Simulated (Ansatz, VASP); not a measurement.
## BP in VASP and in Ansatz

INCAR

```
PREC = Accurate
ENCUT = 520
EDIFF = 1E-6
ISMEAR = 0
SIGMA = 0.05
LREAL = False
LASPH = True
NELM = 60
ALGO = Normal
ISIF = 2
LWAVE = False
LCHARG = False
GGA = PE
NBANDS = 11
```

KPOINTS

```
Automatic mesh
0
Gamma
  12 12 12
```

File POSCAR:

```
BP
1.0
    0.0000000000      2.2030375556      2.4233413111
    2.2030375556      0.0000000000      2.4233413111
    2.2030375556      2.2030375556      0.0000000000
B P
1 1
Direct
    0.0000000000      0.0000000000      0.0000000000
    0.7500000000      0.7500000000      0.7500000000
```

Input for Ansatz:

```yaml
crystal:
  lattice:
    - [0.0, 2.2030375556, 2.4233413111]
    - [2.2030375556, 0.0, 2.4233413111]
    - [2.2030375556, 2.2030375556, 0.0]
  atoms:
    - { symbol: B, position: [0.0, 0.0, 0.0] }
    - { symbol: P, position: [0.75, 0.75, 0.75] }
basis:
  ecutwfc: 420
kpoints:
  mp_grid: { grid: [12, 12, 12] }
hamiltonian:
  xc: pbe
scf:
  occupations: { method: gaussian, width: 0.05 }
output:
  forces: true
  stress: true
  eigenvalues: true
```

Alike in both runs: task single point; functional PBE; k mesh 12 × 12 × 12; occupations gaussian, width 0.05 eV; no spin polarisation.

```csv
,VASP,Ansatz
version,VASP 6.6.1,Ansatz 0.2.0
potentials or method,"VASP PAW PBE potentials, release 64 (B, P)","scalar-relativistic, plane waves, PAW"
plane-wave cutoff (eV),520,420
valence electrons in the cell,8,8
```

```csv
,VASP,Ansatz,Ansatz less VASP
gap on the k mesh at the Fermi level (eV),0.53,0.53,+0.005
least direct gap on the mesh (eV),2.92,2.92,+0.004
pressure (GPa),-0.3,-0.1,+0.22
largest component of the traceless stress (GPa),19.05,19.02,-0.027
```

The functional is the same, so the differences come from potentials, cutoffs and numerics.

A k mesh can miss the band edges. PBE gaps usually lie below the measured ones, often by a third to a half.
